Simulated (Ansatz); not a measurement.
# What GaN (model cell, started as NiAs type) distorts into

Which phase does GaN (model cell, started as NiAs type) fall into along its unstable mode, and how much energy does it gain?

Method: DFT PBEsol, scalar-relativistic, plane waves, PAW; PAW set soft_1, in Ansatz 0.2.0.

The structure was built from a prototype and need not be the compound's stable phase.

### 1. Set-up

The structure is hexagonal, space group P6_3/mmc (No. 194). Conventional cell: a = 2.969 Å, b = 2.969 Å, c = 5.041 Å, α = 90.00°, β = 90.00°, γ = 120.00°. Ga has 6 N at 2.13 Å nearest. N has 6 Ga at 2.13 Å nearest. Farther neighbours and most contacts between anions are not listed.

### 2. Response at finite wavevector

The cell comes from relaxations at this level that are not shown. Stability and thermal properties need the whole zone. Linear response on a 3×3×2 q mesh gives force constants as far as a supercell of that size would, and the tensors from the zone-centre run are typed in so that the long-range dipole term is interpolated apart.

input.yaml reads:

```yaml
crystal:
  lattice:
    - [2.9690603486, 0.0, 0.0]
    - [-1.4845301743, 2.5712816873, 0.0]
    - [0.0, 0.0, 5.0411260807]
  atoms:
    - { symbol: Ga, position: [0.0, 0.0, 0.0] }
    - { symbol: Ga, position: [0.0, 0.0, 0.5] }
    - { symbol: "N", position: [0.3333333333, 0.6666666667, 0.25] }
    - { symbol: "N", position: [0.6666666667, 0.3333333333, 0.75] }
kpoints:
  mp_grid: { grid: [12, 12, 8] }
hamiltonian:
  xc: pbesol
  pseudopotentials: { kind: paw, azcp: { folder: soft_1 }, xc_functional: pbe }
scf:
  occupations: { method: fixed }
output:
  eigenvalues: true
phonons:
  method: dfpt
  qmesh: [3, 3, 2]
  temperatures: { t_max: 1000, t_step: 50 }
  qpath:
    path:
      - [[0.0, 0.0, 0.0], [0.5, 0.0, 0.0], [0.33333333, 0.33333333, 0.0], [0.0, 0.0, 0.0], [0.0, 0.0, 0.5], [0.5, 0.0, 0.5], [0.33333333, 0.33333333, 0.5], [0.0, 0.0, 0.5]]
      - [[0.5, 0.0, 0.5], [0.5, 0.0, 0.0]]
      - [[0.33333333, 0.33333333, 0.5], [0.33333333, 0.33333333, 0.0]]
    npoints: 10
  non_analytic_term:
    high_frequency_dielectric_tensor: [[8.6835, 0.0, 0.0], [0.0, 8.6835, 0.0], [0.0, 0.0, 9.372]]
    born_effective_charges:
      - { species: Ga, tensor: [[3.4519, 0.0, 0.0], [0.0, 3.4519, 0.0], [0.0, 0.0, 3.7085]] }
      - { species: Ga, tensor: [[3.4519, 0.0, 0.0], [0.0, 3.4519, 0.0], [0.0, 0.0, 3.7085]] }
      - { species: "N", tensor: [[-3.4519, 0.0, 0.0], [0.0, -3.4519, 0.0], [0.0, 0.0, -3.7085]] }
      - { species: "N", tensor: [[-3.4519, 0.0, 0.0], [0.0, -3.4519, 0.0], [0.0, 0.0, -3.7085]] }
    source: "zone-centre run at this cell"
```

Started as:

```console
$ ansatz run input.yaml --threads 4 --pin off --max-ram 10240MiB --backend cpu --events-out ev --progress --plain --runs-dir out
```

Numbers of over 12 decimals in the logs are rounded to 6 here.

The program printed:

```text
Warning: phonons: the dynamical matrix that this run interpolates holds no multipole term above the dipole-dipole one, and a site of this crystal is no centre of inversion, so its interpolated transverse optical and acoustic branches and sound speeds can stay off near Gamma, and the density of states and the thermodynamics with them. What a run solves at a wave vector of phonons.qpoints, Gamma apart, where the deck admits one, is free of this, and under fd what a larger phonons.supercell samples
Engine: ansatz 0.2.0, x86_64-unknown-linux-gnu
Pseudopotentials: kind: paw
Pseudopotential: Ga, paw, valence charge 13, recommended cutoff 420 eV (normal), soft_1/Ga.paw.azcp
Pseudopotential: N, paw, valence charge 5, recommended cutoff 420 eV (normal), soft_1/N.paw.azcp
Functional definition: PBEsol
  exchange = pbesol_x
  correlation = pbesol_c
Crystal: 4 atoms, lattice volume = 38.485 Å³
Basis set: ecut = 420 eV, 737 PW (Γ), exchange–correlation on 40×40×72 points (8 copies of the dense FFT grid, shifted against one another)
Bands: 22, of which v1, the nominal top of the filled ones, is band 18 counted from 1 (17 counted from 0)
Symmetry: 24 space group operations
k-points: 95 of 1152
Non-local potential: Ga, projectors of the file, l = 0: 2, l = 1: 2, l = 2: 3, l = 3: 1
Non-local potential: N, projectors of the file, l = 0: 2, l = 1: 2, l = 2: 1
PAW form: soft (Blöchl's): semilocal exchange-correlation on the pseudo side does not see the compensation charge
PAW frozen core: Ga, regenerated for the run's functional, and the local potential with it (the file was generated under x = pbe(κ = 0.804, μ = 0.219515), c = pbe(β = 0.066725))
PAW frozen core: N, regenerated for the run's functional, and the local potential with it (the file was generated under x = pbe(κ = 0.804, μ = 0.219515), c = pbe(β = 0.066725))
PAW one-centre angular grid: Ga, 590 points (default); XC on 64 Gauss nodes
PAW one-centre angular grid: N, 110 points (default); XC on 64 Gauss nodes
Initial density: superposition of atomic densities (chi_scale 0.1, normalization cell, long waves kept (reshape's long-wave potential 0.00 eV rms))
Initial wavefunctions: pseudopotential atomic-orbital guess
Functional: x = pbesol(κ = 0.804, μ = 0.123457), c = pbesol(β = 0.046)
SCF iter   1: F=—  HF=-8244.196012 eV  |F-HF|=—  |Δ(HF+E_count)|=         —  Δρ=1.06e-1  dr2=2.83e0  ethr=3.10e-3  ⟨swp⟩=4.0  Hψ=7361  notcnv=0  defer=44
preconditioner: auto → none  [insulator: Δε(μ)=2.155 eV  Ē_g=16.953 eV  n_scr=10 (ndim 8)  ℏωp=35.9 eV  f_vac=0.000  ε∞_Penn≈5.5]
SCF iter   2: F=—  HF=-8243.572326 eV  |F-HF|=—  |Δ(HF+E_count)|=   6.24e-1  Δρ=5.52e-2  dr2=5.87e-1  ethr=3.10e-3  ⟨swp⟩=2.0  Hψ=3883  notcnv=0  defer=91
SCF iter   3: F=—  HF=-8243.452878 eV  |F-HF|=—  |Δ(HF+E_count)|=   1.19e-1  Δρ=2.01e-2  dr2=7.39e-2  ethr=1.63e-3  ⟨swp⟩=2.0  Hψ=3105  notcnv=0  defer=168
SCF iter   4: F=—  HF=-8243.443109 eV  |F-HF|=—  |Δ(HF+E_count)|=   9.77e-3  Δρ=1.31e-2  dr2=2.51e-2  ethr=2.05e-4  ⟨swp⟩=2.0  Hψ=4218  notcnv=0  defer=188
SCF iter   5: F=—  HF=-8243.435864 eV  |F-HF|=—  |Δ(HF+E_count)|=   7.24e-3  Δρ=2.87e-3  dr2=1.23e-3  ethr=6.97e-5  ⟨swp⟩=2.0  Hψ=3797  notcnv=0  defer=185
SCF iter   6: F=—  HF=-8243.435539 eV  |F-HF|=—  |Δ(HF+E_count)|=   3.25e-4  Δρ=2.70e-4  dr2=1.05e-5  ethr=3.42e-6  ⟨swp⟩=2.0  Hψ=3949  notcnv=0  defer=182
SCF iter   7: F=—  HF=-8243.435540 eV  |F-HF|=—  |Δ(HF+E_count)|=   1.52e-6  Δρ=1.95e-5  dr2=5.29e-8  ethr=2.93e-8  ⟨swp⟩=2.2  Hψ=3800  notcnv=0
SCF iter   8: F=—  HF=-8243.435540 eV  |F-HF|=—  |Δ(HF+E_count)|=   7.64e-9  Δρ=7.64e-7  dr2=9.18e-11  ethr=1.47e-10  ⟨swp⟩=2.0  Hψ=3772  notcnv=0
SCF iter   9: F=-8243.435540 eV  HF=-8243.435540 eV  |F-HF|=3.64e-12  |Δ(HF+E_count)|=  2.91e-11  Δρ=5.48e-8  dr2=4.88e-13  ethr=1.00e-12  ⟨swp⟩=5.4  Hψ=9777  notcnv=0
SCF 1 converged in 9 iterations: F = -8243.435540 eV  dr2 = 4.88e-13
  greatest PAW one-centre occupation: 0.997 electrons in one spin orbital (limit 2), on the Ga atom at site 1 (counted from 0), in its partial waves of l = 2
NSCF: frozen V_eff on 95 k-points
NSCF: frozen V_eff on 320 k-points
DFPT response loops at q = (0, 0, 0) (fractional): preconditioner auto → Resta (q_TF=auto, 2.698 Å⁻¹)  ε∞=7.0 (no band partly filled); β = 1.00, the filter's whole step (`scf.mixing.beta` (0.50) is not read by the response loops at its default; to damp them type it under 1.00, their step now; it binds the ground state too); Broyden in place of MSR1
NSCF: frozen V_eff on 640 k-points
DFPT response loops at q = (0, 0, -0.5) (fractional): mixed as the last ones told, above
NSCF: frozen V_eff on 1248 k-points
DFPT response loops at q = (0, 0.333333, 0) (fractional): mixed as the last ones told, above
NSCF: frozen V_eff on 1248 k-points
DFPT response loops at q = (0, 0.333333, -0.5) (fractional): mixed as the last ones told, above
NSCF: frozen V_eff on 1176 k-points
DFPT response loops at q = (0.333333, 0.333333, 0) (fractional): mixed as the last ones told, above
NSCF: frozen V_eff on 1176 k-points
DFPT response loops at q = (0.333333, 0.333333, -0.5) (fractional): mixed as the last ones told, above
SCF converged after 9 iterations
Free energy (F): -8243.435540 eV
Harris-Foulkes:  -8243.435540 eV  (|F-HF|=3.64e-12)
Internal energy: -8243.435540 eV  (E = F + TS)
E sigma→0 (E₀):  -8243.435540 eV
Fermi energy:    12.797996 eV
--- Per-component energies (eV) ---
  E_band       = 75.435226
  E_kinetic    = 481.631884
  E_local      = -2348.977359  (includes V_loc(G=0)·N_el)
  E_nonlocal   = -104.231135
  E_hartree    = 1594.596101
  E_xc         = -242.579161
  E_vxc        = -261.556755  (∫ρ·V_xc dr)
  E_paw        = -4165.264696  (= ΣΔE_a)
  E_vpaw       = -880.624594  (= ΣTr[D̂ρ^β])
  E_aug_tail   = 0.001019  (compensation charges beyond the density's cutoff)
  E_ewald      = -3460.394348
  E_core_change = 1.782156  (= ΣΔE_core)
  E_smearing   = -0.000000  (= −TS)
  E_closure    = 0.000000  (closes the sum)
  Σ components = -8243.435540   (vs F -8243.435540, Δ=0.00e0)
--- Band table (eV; the first three rows and the last of 95) ---
  k-point 0: bands = [... 14 lower, 12.2336, 12.2336, 12.6852, 12.6852, 14.4091, 17.3067, 21.9797, 23.1224]
  k-point 1: bands = [... 14 lower, 12.2555, 12.2555, 12.6725, 12.6725, 14.8784, 17.3395, 21.9030, 23.1398]
  k-point 2: bands = [... 14 lower, 12.3154, 12.3154, 12.6344, 12.6344, 15.7306, 17.3995, 21.7447, 23.2141]
  k-point 94: bands = [... 14 lower, 7.0539, 7.0539, 12.0211, 12.0211, 18.0832, 18.0832, 18.3613, 18.3613]
--- Phonons (Γ-DFPT): 4 representative perturbations + reference (Σ response iterations 13) ---
  ASR residual: 2.972e-5 → 0.000e0 eV/Å²; symmetrization residual: 4.045e-7 eV/Å²
  ASR residual per site (eV/Å²): 2.97e-5 2.97e-5 7.97e-6 7.97e-6
  Γ frequencies (cm⁻¹): -19.72 -19.72 0.00 0.00 0.00 203.12 308.92 308.92 404.57 404.57 418.06 597.61
--- Phonons (arbitrary-q DFPT): 6 irreducible q on the 3×3×2 mesh ---
  q = [0.0000, 0.0000, 0.0000] (star 1, of the zone-centre solve; hermiticity 3.47e-8, symmetrization 1.76e-12): -19.72 -19.72 -0.00 -0.00 0.00 203.12 308.92 308.92 404.57 404.57 418.06 597.61
  q = [0.0000, 0.0000, -0.5000] (star 1, 4 solved perturbations in 761 linear systems a pass and spin channel, the states on 320 of 1152 k-point pairs; hermiticity 1.45e-8, symmetrization 2.64e-12): 10.73 10.73 10.73 10.73 284.58 284.58 358.97 358.97 358.97 358.97 608.36 608.36
  q = [0.0000, 0.3333, 0.0000] (star 6, 6 solved perturbations in 3042 linear systems a pass and spin channel, the states on 624 of 1152 k-point pairs; hermiticity 6.18e-8, symmetrization 2.98e-9): 48.70 103.18 123.15 174.54 214.01 266.18 333.12 335.95 463.25 518.26 554.53 619.57
  q = [0.0000, 0.3333, -0.5000] (star 6, 6 solved perturbations in 3042 linear systems a pass and spin channel, the states on 624 of 1152 k-point pairs; hermiticity 3.42e-8, symmetrization 1.49e-8): 115.26 115.26 210.72 210.72 250.36 250.36 372.18 372.18 415.34 415.34 596.48 596.48
  q = [0.3333, 0.3333, 0.0000] (star 2, 4 solved perturbations in 1345 linear systems a pass and spin channel, the states on 588 of 1152 k-point pairs; hermiticity 4.59e-5, symmetrization 1.21e-5): 57.67 174.61 174.61 240.95 240.95 301.23 371.49 371.49 455.05 567.41 571.74 571.74
  q = [0.3333, 0.3333, -0.5000] (star 2, 4 solved perturbations in 1345 linear systems a pass and spin channel, the states on 588 of 1152 k-point pairs; hermiticity 2.93e-5, symmetrization 4.44e-6): 186.73 186.73 220.32 220.32 235.27 235.27 248.61 248.61 529.70 529.70 584.09 584.09
  sum rule: each row above includes the acoustic sum rule's correction from the zone centre's row sums; it moved no ω² by more than (0.39 cm⁻¹)²
  mesh force constants: q→R imaginary residual 1.09e-16; ASR residual 2.972e-5 → 0.000e0 eV/Å²; symmetrization residual 1.421e-14 eV/Å²
  interpolated dispersion: 94 rows × 12 modes
  density of states and harmonic sums: on the 24×24×12 q-mesh, interpolated from the force constants of a 3×3×2 supercell (with the dipole–dipole term of supplied tensors)
  largest difference from the sums on the solved wave vectors: F 7.01e-3 eV, S 2.95e-5 and C_V 2.20e-5 eV/K
  zero-point energy: 0.238020 eV/cell   skipped modes (ω ≤ 0): 26, of them read as no rigid motion or as one in doubt: 23 (1.910e-2 modes/cell left out, lowest -19.72 cm⁻¹)   left out of the sums: 1.63e-3 of the cell's modes: C_V's classical limit lies that fraction below 3 k_B per atom; for a crystal, a wire or a layer, F and S can be off by more, and a phonons.interpolated_qmesh denser along its periods is the remedy for the sampling
```

Elapsed: 3 min, on 4 threads of AMD EPYC 7R13 (Zen 3), shared host; peak memory 1.8 GiB; 11 min of CPU time.

This step gave:

- gap on the k-mesh: 1.211 eV
- volume per atom: 9.621 Å³
- sum-rule residual before enforcement: 2.97e-5 eV/Å²
- lowest frequency on the path: -19.72 cm⁻¹
- point group: 6/mmm
- highest frequency on the path or at a solved wavevector: 629.5 cm⁻¹
- highest optical mode at the zone centre (no LO-TO term): 597.6 cm⁻¹
- lowest optical zone-centre mode: -19.72 cm⁻¹
- lowest mode on the q mesh (acoustic modes at Γ apart): -19.72 cm⁻¹

Frequencies (cm⁻¹) solved at each irreducible wavevector; negative means imaginary. Frequencies by wavevector, by row:

| q in reciprocal lattice units | star | mode 1 | mode 2 | mode 3 | mode 4 | mode 10 | mode 11 | mode 12 |
| --- | --- | --- | --- | --- | --- | --- | --- | --- |
| 0 0 0 | 1 | -19.7 | -19.7 | 0 | 0 | 404.6 | 418.1 | 597.6 |
| 0 0 -0.5 | 1 | 10.7 | 10.7 | 10.7 | 10.7 | 359 | 608.4 | 608.4 |
| 0 0.3333 0 | 6 | 48.7 | 103.2 | 123.2 | 174.5 | 518.3 | 554.5 | 619.6 |
| 0 0.3333 -0.5 | 6 | 115.3 | 115.3 | 210.7 | 210.7 | 415.3 | 596.5 | 596.5 |
| 0.3333 0.3333 0 | 2 | 57.7 | 174.6 | 174.6 | 240.9 | 567.4 | 571.7 | 571.7 |
| 0.3333 0.3333 -0.5 | 2 | 186.7 | 186.7 | 220.3 | 220.3 | 529.7 | 584.1 | 584.1 |

Interpolated from a 3×3×2 q mesh, rough between the solved points, with the LO-TO term (at Γ the limit along the path; where Γ stands inside the path, tables give the limit on arrival). Phonon branches along the path, in cm⁻¹:

| point | branch 1 | branch 2 | branch 3 | branch 4 | branch 9 | branch 10 | branch 11 | branch 12 |
| --- | --- | --- | --- | --- | --- | --- | --- | --- |
| Γ | -20 | -20 | 0 | 0 | 405 | 418 | 598 | 630 |
| halfway | 30 | 83 | 109 | 143 | 439 | 509 | 554 | 622 |
| M | 55 | 121 | 128 | 202 | 451 | 491 | 601 | 615 |
| halfway | 56 | 139 | 172 | 196 | 432 | 519 | 586 | 605 |
| K | 58 | 175 | 175 | 241 | 455 | 567 | 572 | 572 |
| halfway | 40 | 96 | 134 | 156 | 444 | 530 | 539 | 616 |
| Γ | -20 | -20 | 0 | 0 | 405 | 418 | 598 | 630 |
| halfway | -15 | -15 | 12 | 12 | 392 | 392 | 604 | 605 |
| A | 11 | 11 | 11 | 11 | 359 | 359 | 608 | 608 |
| halfway | 94 | 94 | 179 | 179 | 395 | 395 | 589 | 589 |
| L | 134 | 134 | 216 | 216 | 438 | 438 | 611 | 611 |
| halfway | 160 | 160 | 217 | 217 | 484 | 484 | 601 | 601 |
| H | 187 | 187 | 220 | 220 | 530 | 530 | 584 | 584 |
| halfway | 115 | 115 | 192 | 192 | 422 | 422 | 588 | 588 |
| A | 11 | 11 | 11 | 11 | 359 | 359 | 608 | 608 |
| jump to L | 134 | 134 | 216 | 216 | 438 | 438 | 611 | 611 |
| halfway | 126 | 131 | 132 | 218 | 408 | 478 | 602 | 618 |
| M | 55 | 121 | 128 | 202 | 451 | 491 | 601 | 615 |
| jump to H | 187 | 187 | 220 | 220 | 530 | 530 | 584 | 584 |
| halfway | 129 | 181 | 181 | 241 | 481 | 560 | 580 | 580 |
| K | 58 | 175 | 175 | 241 | 455 | 567 | 572 | 572 |

Symmetry leaves 6 wavevectors to solve. The lowest mode among them, the acoustic zeros apart, lies at Γ and is imaginary, 19.7i cm⁻¹, so the energy falls along it.

### 3. The mode frozen in, largest atomic shift 0 Å

The mode followed lies at Γ with frequency 19.7i cm⁻¹ and is 2-fold degenerate, the softest among the wavevectors solved. At small amplitude the distorted cell has space group no. 4 by a symmetry search on the positions. The undistorted cell that holds it gives the zero of energy on the same k mesh.

input.yaml, the sections that differ from step 2:

```yaml
scf:
  occupations: { method: gaussian, width: 0.02 }
output:
  forces: true
  stress: true
  eigenvalues: true
# crystal, kpoints, hamiltonian: as in step 2
# phonons: removed
```

The program printed:

```text
[...]
Crystal: 4 atoms, lattice volume = 38.485 Å³
Basis set: ecut = 420 eV, 737 PW (Γ), exchange–correlation on 40×40×72 points (8 copies of the dense FFT grid, shifted against one another)
Bands: 22, of which v1, the nominal top of the filled ones, is band 18 counted from 1 (17 counted from 0)
Symmetry: 24 space group operations
[...]
k-points: 95 of 1152
[...]
--- Band table (eV; the first three rows and the last of 95) ---
  k-point 0: bands = [... 14 lower, 12.2336, 12.2336, 12.6852, 12.6852, 14.4091, 17.3067, 21.9797, 23.1224]
  k-point 1: bands = [... 14 lower, 12.2555, 12.2555, 12.6725, 12.6725, 14.8784, 17.3395, 21.9030, 23.1398]
  k-point 2: bands = [... 14 lower, 12.3154, 12.3154, 12.6344, 12.6344, 15.7306, 17.3995, 21.7447, 23.2141]
  k-point 94: bands = [... 14 lower, 7.0539, 7.0539, 12.0210, 12.0210, 18.0832, 18.0832, 18.3613, 18.3613]
[key lines of the parts left out:]
SCF converged after 7 iterations
Free energy (F): -8243.435540 eV
Fermi energy:    13.403568 eV
P = ⅓ Tr σ = 0.0072 GPa (0.072 kbar)
```

Run time: 1.2 s. Hardware: 4 threads; peak memory 0.41 GiB; 3.7 s of CPU time.

This step gave:

```
pressure                         : 0.007247 GPa
energy from the undistorted cell : 0 meV/atom
```

At this level the gap is 1.21 eV on the k-mesh of the self-consistent run, which can miss the band edges.

### 4. The mode frozen in, largest atomic shift 0.08 Å

The atoms are moved along the unstable eigenvector, the largest shift by 0.08 Å, with the cell fixed.

input.yaml: that of step 3 with these lines changed.

```diff
@@ -6,4 +6,4 @@
   atoms:
-    - { symbol: Ga, position: [0.0, 0.0, 0.0] }
-    - { symbol: Ga, position: [0.0, 0.0, 0.5] }
+    - { symbol: Ga, position: [0.0228294091, 0.0297210538, 0.0] }
+    - { symbol: Ga, position: [-0.0228294091, -0.0297210538, 0.5] }
     - { symbol: "N", position: [0.3333333333, 0.6666666667, 0.25] }
```

The program printed:

```text
[...]
Crystal: 4 atoms, lattice volume = 38.485 Å³
Basis set: ecut = 420 eV, 737 PW (Γ), exchange–correlation on 40×40×72 points (8 copies of the dense FFT grid, shifted against one another)
Bands: 22, of which v1, the nominal top of the filled ones, is band 18 counted from 1 (17 counted from 0)
Symmetry: 2 space group operations
[...]
k-points: 370 of 1152 (time reversal used)
[...]
--- Band table (eV; the first three rows and the last of 370) ---
  k-point 0: bands = [... 14 lower, 12.2391, 12.2533, 12.6659, 12.6675, 14.3995, 17.3357, 21.9137, 23.1354]
  k-point 1: bands = [... 14 lower, 12.2599, 12.2729, 12.6533, 12.6541, 14.8672, 17.3658, 21.8449, 23.1530]
  k-point 2: bands = [... 14 lower, 12.3168, 12.3265, 12.6171, 12.6183, 15.7167, 17.4171, 21.7062, 23.2278]
  k-point 369: bands = [... 14 lower, 10.5084, 10.5084, 11.0889, 11.0889, 15.7048, 15.7048, 20.6636, 20.6636]
[key lines of the parts left out:]
SCF converged after 7 iterations
Free energy (F): -8243.435735 eV
Fermi energy:    13.403677 eV
P = ⅓ Tr σ = 0.4954 GPa (4.954 kbar)
```

Run time: 6.2 s. Hardware: 4 threads; peak memory 0.62 GiB; 23 s of CPU time.

Numbers from this step:

- pressure: 0.4954 GPa
- gap on the k-mesh: 1.224 eV
- energy from the undistorted cell: -0.049 meV/atom

The energy, extrapolated to zero smearing, is -0.05 meV/atom against the undistorted cell.

The run ends at a pressure of 0.50 GPa, with forces up to 0.060 eV/Å.

### 5. Energy along the mode, all amplitudes (two of the runs are shown above)

An imaginary frequency means negative curvature, so the energy should fall and then rise again as anharmonic terms take over.

Numbers from this step:

| Item | Value |
| --- | --- |
| depth at the lowest point sampled | 0.049 meV/atom |
| largest atomic shift at that point | 0.08 Å |

The energy from the parent by largest atomic shift:

| largest atomic shift (Å) | energy from the parent (meV/atom) |
| --- | --- |
| 0.0000 | 0 |
| 0.0400 | -0.033 |
| 0.0800 | -0.049 |
| 0.1400 | 0.538 |
| 0.2200 | 4.9 |

Displacement at unit largest shift by atom:

```
atom   x (Å)   y (Å)  z (Å)   size
 Ga1   0.296   0.955  0.000  1.000
 Ga2  -0.296  -0.955  0.000  1.000
  N3   0.000   0.000  0.000  0.000
  N4   0.000   0.000  0.000  0.000
```

The lowest of the steps tried is at 0.08 Å, 0.049 meV/atom below the parent; the bottom of the well need not coincide with a step.

(Continued in part 2 of 3.)

[Logs are printed without paths, hosts, clocks, repeated set-up lines and the standing remarks that a program may print on its own settings, such as how far it seeks lower states.]

[Hosts, paths, dates, database ids (printed as entryN), source tags and the programs' standing remarks are cut or masked in the printed files.]
